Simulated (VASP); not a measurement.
# Cu2O (Pn-3m) in VASP: further runs

The runs below take Cu2O through relaxation of cell and atoms, with PBEsol.

Program: VASP 6.6.1. These are calculated values, not measurements. Logs are shortened: lines on timing, memory, paths and dates and some standing lists are left out, and cuts for length are marked.

## 1. The structure

The structure is cubic, space group Pn-3m (No. 224). Conventional cell: a = 4.260 Å, b = 4.260 Å, c = 4.260 Å, α = 90.00°, β = 90.00°, γ = 90.00°. Cu (site symmetry -3m) is surrounded by 2 O at 1.84 Å. O (site symmetry -43m) is surrounded by 4 Cu at 1.84 Å.

## 2. Relaxation of cell and atoms, PBEsol

The input, INCAR:

```
SYSTEM = Cu2O
PREC     = Accurate       ! precision mode
ENCUT    = 520            ! plane-wave cutoff, eV
EDIFF    = 1E-7           ! SCF threshold, eV
ISMEAR   = 0              ! smearing method
SIGMA    = 0.02           ! smearing width, eV
LREAL    = .False.        ! projectors in reciprocal space
LASPH    = .True.         ! aspherical terms in the spheres
NELM     = 80             ! most SCF steps
ALGO     = Normal         ! electronic algorithm
ISIF     = 3              ! what is computed and relaxed
LWAVE    = .False.        ! write WAVECAR
LCHARG   = .False.        ! write CHGCAR
GGA      = PS             ! functional
IBRION   = 2              ! ionic algorithm
NSW      = 80             ! ionic steps
EDIFFG   = -0.002         ! ionic threshold
KPAR     = 8
```

The input, KPOINTS:

```
Automatic mesh
0
Gamma
  8 8 8
  0 0 0
```

The input, POSCAR:

```
Cu2O
1.0
    4.2600000000      0.0000000000      0.0000000000
    0.0000000000      4.2600000000      0.0000000000
    0.0000000000      0.0000000000      4.2600000000
Cu O
4 2
Direct
    0.2500000000      0.2500000000      0.2500000000
    0.2500000000      0.7500000000      0.7500000000
    0.7500000000      0.7500000000      0.2500000000
    0.7500000000      0.2500000000      0.7500000000
    0.0000000000      0.0000000000      0.0000000000
    0.5000000000      0.5000000000      0.5000000000
```

Potentials or basis: VASP PAW PBE potentials, release 64 (Cu, O).

Launch:

```
$ cat potpaw_PBE.64/Cu/POTCAR potpaw_PBE.64/O/POTCAR > POTCAR
$ mpirun -np 8 vasp_std > vasp.out
```

OUTCAR:

```text
SYSTEM = Cu2O
   PREC = Accurate
   ENCUT = 520
   EDIFF = 1E-7
   ISMEAR = 0
   LREAL = .False.
   LASPH = .True.
   NELM = 80
   ISIF = 3
   GGA = PS
   IBRION = 2
   NSW = 80
   EDIFFG = -0.002

 ion  position               nearest neighbor table
   1  0.250  0.250  0.250-   5 1.84   6 1.84
   2  0.250  0.750  0.750-   5 1.84   6 1.84
   3  0.750  0.750  0.250-   5 1.84   6 1.84
   4  0.750  0.250  0.750-   5 1.84   6 1.84
   5  0.000  0.000  0.000-   1 1.84   2 1.84   3 1.84   4 1.84
   6  0.500  0.500  0.500-   1 1.84   2 1.84   3 1.84   4 1.84

  LATTYP: Found a simple cubic cell.
 ALAT       =     4.2600000000

  Lattice vectors:

 A1 = (   4.2600000000,   0.0000000000,   0.0000000000)
 A2 = (   0.0000000000,   4.2600000000,   0.0000000000)
 A3 = (   0.0000000000,   0.0000000000,   4.2600000000)

Analysis of symmetry for initial positions (statically):
=====================================================================
 Subroutine PRICEL returns:
 Original cell was already a primitive cell.

 Routine SETGRP: Setting up the symmetry group for a
 simple cubic supercell.

 Subroutine GETGRP returns: Found 48 space group operations
 (whereof 24 operations were pure point group operations)
 out of a pool of 48 trial point group operations.

The static configuration has the point symmetry T_d .
 The point group associated with its full space group is O_h .

Analysis of symmetry for dynamics (positions and initial velocities):
=====================================================================
 Subroutine PRICEL returns:
 Original cell was already a primitive cell.

 Routine SETGRP: Setting up the symmetry group for a
 simple cubic supercell.

 Subroutine GETGRP returns: Found 48 space group operations
 (whereof 24 operations were pure point group operations)
 out of a pool of 48 trial point group operations.

The dynamic configuration has the point symmetry T_d .
 The point group associated with its full space group is O_h .

 Subroutine INISYM returns: Found 48 space group operations
 (whereof 24 operations are pure point group operations),
 and found     1 'primitive' translations

----------------------------------------------------------------------------------------

                                     Primitive cell

  volume of cell :      77.3088

  direct lattice vectors                    reciprocal lattice vectors
     4.260000000  0.000000000  0.000000000     0.234741784  0.000000000  0.000000000
     0.000000000  4.260000000  0.000000000     0.000000000  0.234741784  0.000000000
     0.000000000  0.000000000  4.260000000     0.000000000  0.000000000  0.234741784

  length of vectors
     4.260000000  4.260000000  4.260000000     0.234741784  0.234741784  0.234741784

  position of ions in fractional coordinates (direct lattice)
     0.250000000  0.250000000  0.250000000
     0.250000000  0.750000000  0.750000000
     0.750000000  0.750000000  0.250000000
     0.750000000  0.250000000  0.750000000
     0.000000000  0.000000000  0.000000000
     0.500000000  0.500000000  0.500000000

  ion indices of the primitive-cell ions
   primitive index   ion index
                 1           1
                 2           2
                 3           3
                 4           4
                 5           5
                 6           6

----------------------------------------------------------------------------------------

 KPOINTS: Automatic mesh

Automatic generation of k-mesh.
 Grid dimensions read from file:
 generate k-points for:    8    8    8

 Generating k-lattice:

  Cartesian coordinates                     Fractional coordinates (reciprocal lattice)
     0.029342723  0.000000000  0.000000000     0.125000000  0.000000000  0.000000000
     0.000000000  0.029342723  0.000000000     0.000000000  0.125000000  0.000000000
     0.000000000  0.000000000  0.029342723     0.000000000  0.000000000  0.125000000

  Length of vectors
     0.029342723  0.029342723  0.029342723

  Shift w.r.t. Gamma in fractional coordinates (k-lattice)
     0.000000000  0.000000000  0.000000000

 Subroutine IBZKPT returns following result:
 ===========================================

 Found     35 irreducible k-points:

 Following reciprocal coordinates:
            Coordinates               Weight
  0.000000  0.000000  0.000000      1.000000
  0.125000  0.000000  0.000000      6.000000
  0.250000  0.000000  0.000000      6.000000
  0.375000  0.000000  0.000000      6.000000
  0.500000  0.000000  0.000000      3.000000
  0.125000  0.125000  0.000000     12.000000
[... 16 lines left out ...]
  0.375000  0.375000  0.125000     24.000000
  0.500000  0.375000  0.125000     24.000000
 [... further k-points ...]
   k-points           NKPTS =     35   k-points in BZ     NKDIM =     35   number of bands    NBANDS=     33
   number of dos      NEDOS =    301   number of ions     NIONS =      6
   total plane-waves  NPLWV =  32768
   dimension x,y,z NGX =    32 NGY =   32 NGZ =   32
   dimension x,y,z NGXF=    64 NGYF=   64 NGZF=   64
   ions per type =               4   2
   NGX,Y,Z   is equivalent  to a cutoff of  12.49, 12.49, 12.49 a.u.
   NGXF,Y,Z  is equivalent  to a cutoff of  24.98, 24.98, 24.98 a.u.
 SYSTEM =  Cu2O
   PREC   = accura    normal or accurate (medium, high low for compatibility)
   ISTART =      0    job   : 0-new  1-cont  2-samecut
   ICHARG =      2    charge: 1-file 2-atom 10-const
   ISPIN  =      1    spin polarized calculation?
   LNONCOLLINEAR =      F non collinear calculations
   LSORBIT =      F    spin-orbit coupling
   LASPH  =      T    aspherical Exc in radial PAW
   ENCUT  =  520.0 eV  38.22 Ry    6.18 a.u.   7.92  7.92  7.92*2*pi/ulx,y,z
   NELM   =     80;   NELMIN=  2; NELMDL= -5     # of ELM steps
   EDIFF  = 0.1E-06   stopping-criterion for ELM
   LREAL  =      F    real-space projection
   EDIFFG = -.2E-02   stopping-criterion for IOM
   NSW    =     80    number of steps for IOM
   IBRION =      2    ionic relax: 0-MD 1-quasi-New 2-CG
   NFREE  =      1    steps in history (QN), initial steepest desc. (CG)
   ISIF   =      3    stress and relaxation
   ISYM   =      2    0-nonsym 1-usesym 2-fastsym
   POTIM  = 0.5000    time-step for ionic-motion
   TEBEG  =    0.0;   TEEND  =   0.0 temperature during run
   PSTRESS=    0.0 pullay stress
   NELECT =      56.0000    total number of electrons
   NUPDOWN=      -1.0000    fix difference up-down
   EMIN   =  10.00;   EMAX   =-10.00  energy-range for DOS
   EFERMI =   0.00;   METHOD = LEGACY
   ISMEAR =     0;   SIGMA  =   0.02  broadening in eV -4-tet -1-fermi 0-gaus
   EFERMI_NEDOS =   21; number of points for ismear=-14 and -15
   IALGO  =     38    algorithm
   IMIX   =      4    mixing-type and parameters
     AMIX     =   0.40;   BMIX     =  1.00
     AMIX_MAG =   1.60;   BMIX_MAG =  1.00
  volume/ion in A,a.u.               =      12.88        86.95
  Fermi-wavevector in a.u.,A,eV,Ry     =   1.470261  2.778391 29.411289  2.161669
  Thomas-Fermi vector in A             =   2.585540
   LORBIT       =      0    0 simple, 1 ext, 2 COOP (PROOUT), +10 PAW based schemes
   GGA     = PS    functional components
   LHFCALC =     F    Hartree Fock is set to
   AEXX    =    0.0000 exact exchange contribution
   IVDW    =     0    specifies the selected vdW correction
   LEPSILON=     F    determine dielectric tensor
   LRPA    =     F    only Hartree local field effects (RPA)
 conjugate gradient relaxation of ions
 non-spin polarized calculation
 Gauss-broadening in eV      SIGMA  =   0.02
  energy-cutoff  :      520.00
  volume of cell :       77.31
 maximum number of plane-waves:      2103
 NGX is ok and might be reduce to    32
   NGX = 15   NGY = 15   NGZ = 15

--------------------------------------- Ionic step        1  -------------------------------------------

 number of electron      56.0000098 magnetization

 Free energy of the ion-electron system (eV)
  ---------------------------------------------------
  ext. energy  EPLUGINS =         0.00000000
  ---------------------------------------------------
  free energy    TOTEN  =       -29.95675668 eV

  energy without entropy =      -29.95675668  energy(sigma->0) =      -29.95675668

------------------------ aborting loop because EDIFF is reached ----------------------------------------

  FORCE on cell =-STRESS in cart. coord.  units (eV):
  Direction    XX          YY          ZZ          XY          YZ          ZX
  --------------------------------------------------------------------------------------
  -------------------------------------------------------------------------------------
  Total       -1.1968447     -1.1968447     -1.1968447     -0.0000000     -0.0000000      0.0000000
  in kB      -24.8038779    -24.8038779    -24.8038779     -0.0000000     -0.0000000      0.0000000
  external PRESSURE =     -24.8038779 kB  Pullay stress =       0.0000000 kB
[... 65 lines left out ...]
  energy  without entropy=      -29.9660399829  energy(sigma->0) =      -29.96603998

--------------------------------------- Ionic step        3  -------------------------------------------

 number of electron      56.0000132 magnetization

 Free energy of the ion-electron system (eV)
  ---------------------------------------------------
  ext. energy  EPLUGINS =         0.00000000
  ---------------------------------------------------
  free energy    TOTEN  =       -29.96870017 eV

  energy without entropy =      -29.96870017  energy(sigma->0) =      -29.96870017

 E-fermi :   4.9464     XC(G=0): -11.3877

 val. band max:        4.8304135515   @ k =   0.0000   0.0000   0.0000
 cond. band min:       5.3806793935   @ k =   0.0000   0.0000   0.0000
 fundamental gap:      0.5502658420
 Fermi energy:         4.9463873346

 k-point     1 :       0.0000    0.0000    0.0000
  band No.  band energies     occupation
      1     -15.4347      2.00000
      2     -14.6380      2.00000
      3      -2.6469      2.00000
      4      -2.6469      2.00000
      5      -2.6469      2.00000
      6      -0.2006      2.00000
[... 853 lines left out ...]
     32       8.6955      0.00000
     33      10.7132      0.00000

 [... further k-points ...]
[... 5 lines left out ...]
  --------------------------------------------------------------------------------------
  -------------------------------------------------------------------------------------
  Total       -0.0002338     -0.0002338     -0.0002338      0.0000000      0.0000000      0.0000000
  in kB       -0.0049422     -0.0049422     -0.0049422      0.0000000      0.0000000      0.0000000
  external PRESSURE =      -0.0049422 kB  Pullay stress =       0.0000000 kB
[... 21 lines left out ...]
  FREE ENERGIE OF THE ION-ELECTRON SYSTEM (eV)
  ---------------------------------------------------
  free  energy   TOTEN  =       -29.9687001738 eV

  energy  without entropy=      -29.9687001738  energy(sigma->0) =      -29.96870017

 reached required accuracy - stopping structural energy minimisation
```

Wall time 34 s (8 MPI ranks of Intel Xeon Platinum 8488C (Sapphire Rapids), shared host); peak memory 0.24 GiB.

What came out:

- Free energy: -29.9687 eV
- Relaxed volume: 12.63 Å³/atom
- Relaxed cell: a = 4.232 Å, b = 4.232 Å, c = 4.232 Å, α = 90.00°, β = 90.00°, γ = 90.00°
- Space group after relaxing (to 0.05 Å): Pn-3m (No. 224)
- Energy gained by relaxing: 2.0 meV/atom
- Ionic steps: 3
- Pressure after relaxing: 0.0 GPa
- Band gap on the k mesh: 0.55 eV, direct

The path:
```tsv
step	energy change (eV)	largest force (eV/Å)	pressure (GPa)	volume (Å³)
1	0.0000	0.0000	-2.48	77.31
2	-0.0093	0.0000	1.24	75.10
3	-0.0119	0.0000	0.00	75.79
```

Final structure:
```
CELL_PARAMETERS angstrom
4.23199 0.00000 0.00000
0.00000 4.23199 0.00000
0.00000 0.00000 4.23199
ATOMIC_POSITIONS crystal
Cu 0.25000 0.25000 0.25000
Cu 0.25000 0.75000 0.75000
Cu 0.75000 0.75000 0.25000
Cu 0.75000 0.25000 0.75000
O 0.00000 0.00000 0.00000
O 0.50000 0.50000 0.50000
```

Caveat: the PAW data sets were made with another functional, which shifts forces and pressure a little.

[end of part 1 of 2]
